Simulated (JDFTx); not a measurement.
The system is CuO.

```
Cu O
1.0
     2.55255    0.00000    0.00000
     0.00000    2.55255    0.00000
     0.00000    0.00000    2.55255
Cu O
1 1
Direct
  0.00000 0.00000 0.00000
  0.50000 0.50000 0.50000
```

Measurements of this composition are mostly on another form, of space group No. 15.

Below is the output of JDFTx 1.7.0 (patched build) for this cell. Logs are shortened: lines on timing, memory, paths and dates and some standing lists are left out, and cuts for length are marked.

```text
*************** JDFTx 1.7.0 (patched build) ***************

Input parsed successfully to the following command list (including defaults):
[... the input with its defaults ...]

---------- Setting up symmetries ----------

Found 48 point-group symmetries of the bravais lattice
Found 48 space-group symmetries with basis
Applied RMS atom displacement 4.33008e-11 bohrs to make symmetries exact.

---------- Initializing the Grid ----------
R =
[      4.82362            0            0  ]
[            0      4.82362            0  ]
[            0            0      4.82362  ]
unit cell volume = 112.233
G =
[    1.30259          0          0  ]
[          0    1.30259          0  ]
[          0          0    1.30259  ]
Minimum fftbox size, Smin = [  44  44  44  ]
Chosen fftbox size, S = [  48  48  48  ]

---------- Initializing tighter grid for wavefunction operations ----------
R =
[      4.82362            0            0  ]
[            0      4.82362            0  ]
[            0            0      4.82362  ]
unit cell volume = 112.233
G =
[    1.30259          0          0  ]
[          0    1.30259          0  ]
[          0          0    1.30259  ]
Minimum fftbox size, Smin = [  32  32  32  ]
Chosen fftbox size, S = [  32  32  32  ]

---------- Exchange Correlation functional ----------
Initalized TPSS mGGA exchange.
Initalized TPSS mGGA correlation.

---------- Setting up pseudopotentials ----------
Width of ionic core gaussian charges (only for fluid interactions / plotting) set to 0

Reading pseudopotential file 'pseudo/Cu.upf':
  'Cu' pseudopotential, 'PBE' functional
  Generated using ONCVPSP code by D. R. Hamann
  19 valence electrons, 0 orbitals, 6 projectors, 602 radial grid points, with lMax = 2
  Core radius for overlap checks: 1.69 bohrs.
[... 27 lines left out ...]

--------- Lattice Minimization ---------

Setting the auxilliary hamiltonian equal to the subspace hamiltonian.

-------- Electronic minimization -----------
Will mix electronic and kinetic density at each iteration.
	FillingsUpdate:  mu: +2.011728808  nElectrons: 25.000000
	FillingsUpdate:  mu: +0.065778489  nElectrons: 25.000000
SCF: Cycle:  0   F: -172.279414333919618   dF: -5.658e+01   |Residual|: 3.148e+01   |deigs|: 4.308e+00
	FillingsUpdate:  mu: +0.168476703  nElectrons: 25.000000
SCF: Cycle:  1   F: -187.989935606673328   dF: -1.571e+01   |Residual|: 3.850e+01   |deigs|: 1.490e+00
	FillingsUpdate:  mu: -0.362066071  nElectrons: 25.000000
SCF: Cycle:  2   F: -151.696926062583941   dF: +3.629e+01   |Residual|: 8.198e+01   |deigs|: 1.549e+00
	FillingsUpdate:  mu: +0.785726008  nElectrons: 25.000000
SCF: Cycle:  3   F: -195.056260780167236   dF: -4.336e+01   |Residual|: 1.743e+01   |deigs|: 3.534e+00
	FillingsUpdate:  mu: +0.950786700  nElectrons: 25.000000
SCF: Cycle:  4   F: -197.320628848737158   dF: -2.264e+00   |Residual|: 1.040e+01   |deigs|: 8.143e-01
	FillingsUpdate:  mu: +0.699792015  nElectrons: 25.000000
SCF: Cycle:  5   F: -198.190631687779529   dF: -8.700e-01   |Residual|: 2.441e+00   |deigs|: 2.825e-01
	FillingsUpdate:  mu: +0.927822060  nElectrons: 25.000000
[... 69 lines left out ...]
# Energy components:
   Eewald =     -135.7121906176197967
       EH =       57.2964819782020669
     Eloc =     -131.2744033285164562
      Enl =      -62.8086839677163482
      Exc =      -20.8853231847272056
       KE =       94.9560828568077540
-------------------------------------
     Etot =     -198.4280362635699362
       TS =        0.0014076388596763
-------------------------------------
        F =     -198.4294439024296253

LatticeMinimize: Iter:   0  F: -198.429443902429625  |grad|_K:  1.926e-02

-------- Electronic minimization -----------
Will mix electronic and kinetic density at each iteration.
	FillingsUpdate:  mu: +0.592392155  nElectrons: 25.000000
	FillingsUpdate:  mu: +0.577672140  nElectrons: 25.000000
SCF: Cycle:  0   F: -198.425357748538204   dF: +2.924e-03   |Residual|: 6.985e-01   |deigs|: 8.322e-05
	FillingsUpdate:  mu: +0.588649874  nElectrons: 25.000000
SCF: Cycle:  1   F: -198.423955649920572   dF: +1.402e-03   |Residual|: 3.678e-01   |deigs|: 1.884e-02
	FillingsUpdate:  mu: +0.586275050  nElectrons: 25.000000
SCF: Cycle:  2   F: -198.428324277964151   dF: -4.369e-03   |Residual|: 2.317e-01   |deigs|: 1.064e-02
	FillingsUpdate:  mu: +0.586638912  nElectrons: 25.000000
SCF: Cycle:  3   F: -198.429790436772919   dF: -1.466e-03   |Residual|: 2.412e-02   |deigs|: 3.273e-03
	FillingsUpdate:  mu: +0.586406609  nElectrons: 25.000000
SCF: Cycle:  4   F: -198.429779632746659   dF: +1.080e-05   |Residual|: 1.923e-02   |deigs|: 3.499e-04
	FillingsUpdate:  mu: +0.586428963  nElectrons: 25.000000
SCF: Cycle:  5   F: -198.429790091019242   dF: -1.046e-05   |Residual|: 8.731e-03   |deigs|: 1.661e-04
	FillingsUpdate:  mu: +0.586407347  nElectrons: 25.000000
[... 284 lines left out ...]
# Energy components:
   Eewald =     -132.9260023557808950
       EH =       58.9739823951177655
     Eloc =     -135.6774081531655440
      Enl =      -62.7941641801896324
      Exc =      -20.8459201598667825
       KE =       94.8399026731196244
-------------------------------------
     Etot =     -198.4296097807654746
       TS =        0.0014557051285169
-------------------------------------
        F =     -198.4310654858939813

LatticeMinimize: Iter:   5  F: -198.431065485893981  |grad|_K:  3.625e-06  alpha:  1.000e+00  linmin: -1.000e+00
LatticeMinimize: Converged (|Delta F|<1.000000e-06 for 2 iters).

Dumping 'run.eigStats' ...
	eMin: -3.602644 at state 0 ( [ +0.000000 +0.000000 +0.000000 ] spin 0 )
	HOMO: +0.539818 at state 4 ( [ +0.000000 +0.200000 +0.400000 ] spin 0 )
	mu  : +0.539970
	LUMO: +0.540525 at state 9 ( [ +0.400000 +0.400000 +0.400000 ] spin 0 )
	eMax: +1.478871 at state 4 ( [ +0.000000 +0.200000 +0.400000 ] spin 0 )
	HOMO-LUMO gap: +0.000707
	Optical gap  : +0.032233 at state 9 ( [ +0.400000 +0.400000 +0.400000 ] spin 0 )
Done!
```

Task: Write the input and the command behind it.

Result: Relaxation of cell and atoms with TPSS, no spin polarisation. The files as run (others can give the same):

CuO.in
```
lattice \
    4.8236215721     0.0000000000     0.0000000000 \
    0.0000000000     4.8236215721     0.0000000000 \
    0.0000000000     0.0000000000     4.8236215721
coords-type Cartesian
ion Cu     0.0000000000     0.0000000000     0.0000000000 1
ion O      2.4118107861     2.4118107861     2.4118107861 1

ion-species pseudo/Cu.upf
ion-species pseudo/O.upf
elec-cutoff 50 400
elec-ex-corr mgga-TPSS
kpoint-folding 5 5 5
elec-smearing Fermi 0.0018374661
elec-n-bands 19
electronic-SCF nIterations 100 energyDiffThreshold 1e-09
electronic-minimize nIterations 30 energyDiffThreshold 1e-7
forces-output-coords Cartesian
lattice-minimize nIterations 40 energyDiffThreshold 1e-6

dump-name run.$VAR
dump End Ecomponents EigStats BandEigs Kpoints Forces Stress ElecDensity KEdensity
```

Potentials or basis: SG15-PBE-1.2 with smoothed tails.
Run with:
```console
$ jdftx -c 1 -i CuO.in -o CuO.out
```

Caveat: the k mesh is coarse (spacing up to 0.49 Å⁻¹), so the values aren't converged; an odd number of electrons without spin polarisation forces a metal; a magnetic or distorted state may lie lower; the run has no spin polarisation, though such a crystal can be magnetic; semilocal functionals often make such compounds metallic where correlation or magnetic order opens a gap, which also shifts bond lengths.
